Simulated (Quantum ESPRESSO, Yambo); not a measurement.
**RbBr (Fm-3m): changed settings of a GW run in Yambo**

Aim: change inputs of a GW run on RbBr (Fm-3m) and see what moves.

Main program and level: Yambo 5.3.0; PBE and many-body steps on it, plane waves.

The database entry behind the starting cell differs from later determinations by our own check (about 0.5 % short), so it need not match the best structure at ambient conditions.

### Step 1. Starting point

It takes space group Fm-3m (No. 225, cubic). Conventional cell: a = 6.854 Å, b = 6.854 Å, c = 6.854 Å, α = 90.00°, β = 90.00°, γ = 90.00°. Nearest to Rb lie 6 Br at 3.43 Å. Br has 6 Rb at 3.43 Å nearest. Farther neighbours and most contacts between anions are not listed.

Structure file:

```xyz
2
Lattice="0.0000 3.4270 3.4270 3.4270 0.0000 3.4270 3.4270 3.4270 0.0000" Properties=species:S:1:pos:R:3 pbc="T T T"
Rb    0.0000    0.0000    0.0000
Br    3.4270    3.4270    3.4270
```

The cell and positions come from the Crystallography Open Database and are kept as given unless a step says otherwise.

### Step 2. Base

This step: Yambo 5.3.0; G0W0 on PBE, plane waves, norm-conserving pseudopotentials.

G0W0 replaces the xc potential by the self-energy, built once from these orbitals. Only a window of levels is corrected, while the sums run over the empty bands that the input names.

The input, gw2.in:

```
HF_and_locXC
gw0
dyson
ppa
em1d
rim_cut
RandQpts= 1000000
RandGvec= 1 RL
EXXRLvcs= 76 Ry
VXCRLvcs= 304 Ry
Chimod= "HARTREE"
% BndsRnXp
 1 | 149 |
%
NGsBlkXp= 11.5 Ry
% LongDrXp
 1 | 1 | 1 |
%
% GbndRnge
 1 | 149 |
%
DysSolver= "n"
ExtendOut
PPAPntXp= 27.21138 eV
% QPkrange
 1 | 1 | 12 | 15 |
%
```

On the command line:

```sh
$ OMP_NUM_THREADS=1 mpirun -n 4 yambo -F gw2.in -J gw2 -C gw2 > gw2.log
```

Log:

```text
 Yambo, version 5.3.0

 [02] CORE Variables Setup
 =========================

  [... cell, symmetries and grids as in the set-up ...]

  [02.05] Energies & Occupations
  ==============================

  [X] === General ===
  [X] Electronic Temperature                        :  0.000000  0.000000 [eV K]
  [X] Bosonic    Temperature                        :  0.000000  0.000000 [eV K]
  [X] Finite Temperature mode                       : no
  [X] El. density                                   :  0.32300E+24 [cm-3]
  [X] Fermi Level                                   :  2.132238 [eV]

  [X] === Gaps and Widths ===
  [X] Conduction Band Min                           :  4.364251 [eV]
  [X] Valence Band Max                              :  0.000000 [eV]
  [X] Filled Bands                                  :  13
  [X] Empty Bands                                   :    14   348
  [X] Direct Gap                                    :  4.364251 [eV]
  [X] Direct Gap localized at k                     :  1
  [X] Indirect Gap                                  :  4.364251 [eV]
  [X] Indirect Gap between kpts                     :  1  1
  [X] Last valence band width                       :  0.354275 [eV]
  [X] 1st conduction band width                     :  2.722711 [eV]

 [03] Transferred momenta grid and indexing
 ==========================================

 IBZ Q-points                                      :   8
 BZ  Q-points                                      :   64

 K/Q-points units:
 rlu = crystal or reduced units; cc = cartesian coordinates; iku = interal k-units

 Q [1]          [rlu]:  0.000000  0.000000  0.000000
 Q [2]          [rlu]:  0.20505E-16 -0.72508E-17  0.25000
 Q [3]          [rlu]: -0.41010E-16  0.14502E-16 -0.50000
 Q [4]          [rlu]:  0.31893E-16  0.25000      0.25000
 Q [5]          [rlu]:  0.34809E-16  0.25000      0.50000
 Q [6]          [rlu]:  0.99473E-16  0.25000     -0.25000
 Q [7]          [rlu]: -0.63786E-16 -0.50000     -0.50000
 Q [8]          [rlu]:  0.250000 -0.500000 -0.250000

 [04] Coloumb potential Random Integration (RIM)
 ===============================================

  [04.01] RIM initialization
  ==========================

  * Diagonal components only detected *

  8 x (sBL volume)        :  0.057080 [a.u.]
  sBZ random points       :  1000000
  Points outside the sBZ  :   7968281
  RL volume               :  0.456637 [a.u.]
  Integrated volume       :  0.458454 [a.u.]

  [04.02] RIM integrals
  =====================

  Gamma point sphere radius             :  0.069841 [a.u.]
  Points outside the sphere             :   800476
  [Int_sBZ(q=0) 1/q^2]*(Vol_sBZ)^(-1/3) =:  7.776341
                                 should be <:  7.795600

  Summary of Coulomb integrals for non-metallic bands |Q|[au] RIM/Bare

  Q [1] 0.100000E-4 0.997530 * Q [2] 0.210057 1.069186
  Q [4] 0.242553 1.068537 * Q [6] 0.343022 1.029949
  Q [5] 0.402229 1.023412 * Q [3] 0.420114 1.020404
  Q [7] 0.485106 1.016961 * Q [8] 0.542365 1.013888

 [WARNING] [Xp] User bands 1-149 break level degeneracy

 [05] Dipoles
 ============

  [05.01] Setup: observables and procedures
  =========================================

 [06] Dynamic Dielectric Matrix (PPA)
 ====================================

 [WR./gw2//ndb.pp]---------------------------------------------------------------
  Brillouin Zone Q/K grids (IBZ/BZ)                :    8   64    8   64
  RL vectors                                       :   7343 [WF]
  Coulomb cutoff potential                         : none
  Electronic Temperature                           :  0.000000 [K]
  Bosonic    Temperature                           :  0.000000 [K]
  PPA    diel. fun.  energies                      : Perdew, Burke & Ernzerhof(X)+Perdew, Burke & Ernzerhof(C)
  wavefunctions                                    : Perdew, Burke & Ernzerhof(X)+Perdew, Burke & Ernzerhof(C)
  Global Gauge                                     : length
  X matrix size                                    :   387
  X band range                                     :    1  149
  X e/h energy range                               : -1.000000 -1.000000 [eV]
  X Time ordering                                  : R
  X Hxc Kernel                                     : HARTREE
  X Drude frequency                                :  0.000000  0.000000
  X poles                                          :  100.0000 [o/o]
  RL vectors in the sum                            :   7343
  [r,Vnl] included                                 : yes
  Field direction                                  :  0.577350E-5  0.577350E-5  0.577350E-5
  BZ energy Double Grid                            : no
  BZ energy DbGd points                            : 0
  BZ Q point size factor                           : -1.000000
  X Optical Averaged directions                    : none

 [07] Local Exchange-Correlation + Non-Local Fock
 ================================================

 [VXC] Plane waves :   48671
 [EXS] Plane waves :   6081

 QP @ state[ 1 ] K range:  1  1
 QP @ state[ 1 ] b range:  12  15

 [xc] Functional : Perdew, Burke & Ernzerhof(X)+Perdew, Burke & Ernzerhof(C)
 [xc] LIBXC used to calculate xc functional
  PP Number of Atomic Species                      :  2
  NLCC RL compoments                               :   48671
  PP Number of Atomic Species                      :  2
  NLCC RL compoments                               :   48671

 [xc] E_xc :  -16.27496 [Ha]
      E_xc :  -32.54992 [Ry]

  Local XC kind (lXC) : Perdew, Burke & Ernzerhof(X)+Perdew, Burke & Ernzerhof(C)
  Non-Local XC kind (nlXC) : Hartree-Fock

  Corrections @ K [1] :  [eV]
 <12|nlXC|12> = -19.41607  0.29846E-17 <12|lXC|12> = -14.22687 -0.62046E-21
 <13|nlXC|13> = -19.41604  0.25755E-17 <13|lXC|13> = -14.22687 -0.15341E-15
 <14|nlXC|14> = -3.641018  0.17070E-17 <14|lXC|14> = -6.942251 -0.18883E-15
 <15|nlXC|15> = -3.253735  0.84129E-18 <15|lXC|15> = -7.444604  0.59760E-20

 [08] Dyson equation: Newton solver
 ==================================

  [08.01] G0W0 (W PPA)
  ====================

  [  GW  ] Bands range     :    1  149
  [GW/PPA] G damping       :  0.100000 [eV]

  QP @ state[ 1 ] K range:  1  1
  QP @ state[ 1 ] b range:  12  15

   Sc/G bands                                       :    1  149
   Sc/G damping                                     :  0.100000 ev
   Sc bands terminator                              : no
   Sx RL components                                 :   6081

   QP @ state[ 1 ] K range                          :  1  1
   QP @ state[ 1 ] b range                          :  12  15
   GF energies kind                                 : Perdew, Burke & Ernzerhof(X)+Perdew, Burke & Ernzerhof(C)
   GF WF`s kind                                     : Perdew, Burke & Ernzerhof(X)+Perdew, Burke & Ernzerhof(C)
   Xs energies kind                                 : Perdew, Burke & Ernzerhof(X)+Perdew, Burke & Ernzerhof(C)
   Xs WF`s kind                                     : Perdew, Burke & Ernzerhof(X)+Perdew, Burke & Ernzerhof(C)

 [11] Game Over & Game summary
```

It took 5.7 min on 4 MPI ranks of Arm Neoverse N1, shared host; peak memory 1.9 GiB.

This step gave:

```yaml
g0w0_gap_on_the_points_computed: 7.531 eV
starting_gap_on_the_mesh: 4.364 eV
k_of_the_valence_top: 0, 0, 0
k_of_the_conduction_bottom: 0, 0, 0
least_direct_g0w0_gap_on_the_computed_points: 7.531 eV
z_at_the_valence_top: 0.8263
z_at_the_conduction_bottom: 0.8767
```

The gap on the mesh goes from 4.36 eV to 7.53 eV, a correction of +3.17 eV.

### Step 3. No random integration

The input, gw6.in:

```
HF_and_locXC
gw0
dyson
ppa
em1d
rim_cut
RandQpts= 0
RandGvec= 1 RL
EXXRLvcs= 76 Ry
VXCRLvcs= 304 Ry
Chimod= "HARTREE"
% BndsRnXp
 1 | 149 |
%
NGsBlkXp= 11.5 Ry
% LongDrXp
 1 | 1 | 1 |
%
% GbndRnge
 1 | 149 |
%
DysSolver= "n"
ExtendOut
PPAPntXp= 27.21138 eV
% QPkrange
 1 | 1 | 12 | 15 |
%
```

On the command line:

```sh
$ OMP_NUM_THREADS=1 mpirun -n 4 yambo -F gw6.in -J gw6,gw2_W -C gw6 > gw6.log
```

Log:

```text
 Yambo, version 5.3.0

 [02] CORE Variables Setup
 =========================

  [... cell, symmetries and grids as in the set-up ...]

  [02.05] Energies & Occupations
  ==============================

  [X] === General ===
  [X] Electronic Temperature                        :  0.000000  0.000000 [eV K]
  [X] Bosonic    Temperature                        :  0.000000  0.000000 [eV K]
  [X] Finite Temperature mode                       : no
  [X] El. density                                   :  0.32300E+24 [cm-3]
  [X] Fermi Level                                   :  2.132238 [eV]

  [X] === Gaps and Widths ===
  [X] Conduction Band Min                           :  4.364251 [eV]
  [X] Valence Band Max                              :  0.000000 [eV]
  [X] Filled Bands                                  :  13
  [X] Empty Bands                                   :    14   348
  [X] Direct Gap                                    :  4.364251 [eV]
  [X] Direct Gap localized at k                     :  1
  [X] Indirect Gap                                  :  4.364251 [eV]
  [X] Indirect Gap between kpts                     :  1  1
  [X] Last valence band width                       :  0.354275 [eV]
  [X] 1st conduction band width                     :  2.722711 [eV]

 [03] Transferred momenta grid and indexing
 ==========================================

 IBZ Q-points                                      :   8
 BZ  Q-points                                      :   64

 K/Q-points units:
 rlu = crystal or reduced units; cc = cartesian coordinates; iku = interal k-units

 Q [1]          [rlu]:  0.000000  0.000000  0.000000
 Q [2]          [rlu]:  0.20505E-16 -0.72508E-17  0.25000
 Q [3]          [rlu]: -0.41010E-16  0.14502E-16 -0.50000
[...]
Q [7]          [rlu]: -0.63786E-16 -0.50000     -0.50000
 Q [8]          [rlu]:  0.250000 -0.500000 -0.250000

 [WARNING] [Xp] User bands 1-149 break level degeneracy

 [04] Dipoles
 ============

  [04.01] Setup: observables and procedures
  =========================================

 [05] Dynamic Dielectric Matrix (PPA)
 ====================================

   Sc/G bands                                       :    1  149
   Sc/G damping                                     :  0.100000 ev
   Sc bands terminator                              : no
   Sx RL components                                 :   6081

   QP @ state[ 1 ] K range                          :  1  1
   QP @ state[ 1 ] b range                          :  12  15
   GF energies kind                                 : Perdew, Burke & Ernzerhof(X)+Perdew, Burke & Ernzerhof(C)
   GF WF`s kind                                     : Perdew, Burke & Ernzerhof(X)+Perdew, Burke & Ernzerhof(C)
   Xs energies kind                                 : Perdew, Burke & Ernzerhof(X)+Perdew, Burke & Ernzerhof(C)
   Xs WF`s kind                                     : Perdew, Burke & Ernzerhof(X)+Perdew, Burke & Ernzerhof(C)

 [10] Game Over & Game summary
```

It took 1.7 min on 4 MPI ranks; peak memory 1.8 GiB; 6.7 min of CPU time.

Numbers from this step:

```
G0W0 gap on the points computed              : 7.435 eV
starting gap on the mesh                     : 4.364 eV
k of the valence top                         : 0, 0, 0
k of the conduction bottom                   : 0, 0, 0
least direct G0W0 gap on the computed points : 7.435 eV
Z at the valence top                         : 0.8293
Z at the conduction bottom                   : 0.8800
```

(Continued in part 2 of 2.)

[Paths, hosts, dates, memory and timing lines, banners, echoed tables and standing remarks are left out of the program output.]

[Logs are printed without paths, hosts, clocks, repeated set-up lines and the standing remarks that a program may print on its own settings, such as how far it seeks lower states.]

[Runs of the session that timed out or met a known fault of the program may be left out.]

[Hosts, paths, dates, database ids (printed as entryN), source tags and the programs' standing remarks are cut or masked in the printed files.]
